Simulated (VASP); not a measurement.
## From VASP inputs to Ansatz: SiC (wurtzite)

INCAR

```
LASPH = .TRUE.
LCHARG = .FALSE.
NSW = 0
NBANDS = 16
SIGMA = 0.02
LREAL = .FALSE.
NELM = 120
ISMEAR = -1
GGA = PE
EDIFF = 1E-7
ENCUT = 520
ISIF = 2
IBRION = -1
PREC = Accurate
LWAVE = .FALSE.
```

KPOINTS

```
KPOINTS created by Atomic Simulation Environment
0
Gamma
12 12 6
0 0 0
```

KPOINTS_OPT

```
special points
6
Reciprocal
0.0000000000 0.0000000000 0.0000000000 1
0.5000000000 0.0000000000 0.0000000000 1
0.3333333333 0.3333333333 0.0000000000 1
0.0000000000 0.0000000000 0.5000000000 1
0.5000000000 0.0000000000 0.5000000000 1
0.3333333333 0.3333333333 0.5000000000 1
```

POSCAR

```
Si C
 1.0000000000000000
     3.0753562392093943    0.0000000000000000   -0.0000000000000000
    -1.5376781196046971    2.6633366288423082    0.0000000000000000
    -0.0000000000000000    0.0000000000000000    5.0481080910129448
 Si  C
   2   2
Cartesian
 -0.0000000000000001  1.7755577525615387 -0.0020616419070018
  1.5376781196046969  0.8877788762807693  2.5219924035994703
 -0.0000000000000001  1.7755577525615387  1.8951021760368558
  1.5376781196046969  0.8877788762807693  4.4191562215433278
```

VASP ran with the recommended PBE PAW datasets (16 valence electrons in the cell).

Task: Translate these files to an Ansatz input.

Result: 

```yaml
crystal:
  lattice:
    - [3.0753562392, 0.0, 0.0]
    - [-1.5376781196, 2.6633366288, 0.0]
    - [0.0, 0.0, 5.048108091]
  atoms:
    - { symbol: Si, position: [0.3333333333, 0.6666666667, -0.0004083989] }
    - { symbol: Si, position: [0.6666666667, 0.3333333333, 0.4995916011] }
    - { symbol: C, position: [0.3333333333, 0.6666666667, 0.3754083989] }
    - { symbol: C, position: [0.6666666667, 0.3333333333, 0.8754083989] }
kpoints:
  mp_grid: { grid: [12, 12, 6] }
  band_path:
    path:
      - [0.0, 0.0, 0.0]
      - [0.5, 0.0, 0.0]
      - [0.3333333333, 0.3333333333, 0.0]
      - [0.0, 0.0, 0.5]
      - [0.5, 0.0, 0.5]
      - [0.3333333333, 0.3333333333, 0.5]
    npoints: 1
hamiltonian:
  xc: pbe
scf:
  occupations: { method: fermi_dirac, width: 0.02 }
  n_extra_bands: 5
output:
  forces: true
  stress: true
  eigenvalues: true
  write_density: true
  write_potential: true
  elf: true
  volumetric_format: npy
```

Other inputs would serve too.

```tsv
	VASP	Ansatz
gap between bands v and c	2.27 eV	2.28 eV
least direct gap	3.97 eV	3.98 eV
pressure	3.5 GPa	3.5 GPa
```

Each program uses its own PAW datasets. VASP's cell holds 16 valence electrons and Ansatz's 16. Ansatz's stress includes a Pulay correction; VASP's doesn't.
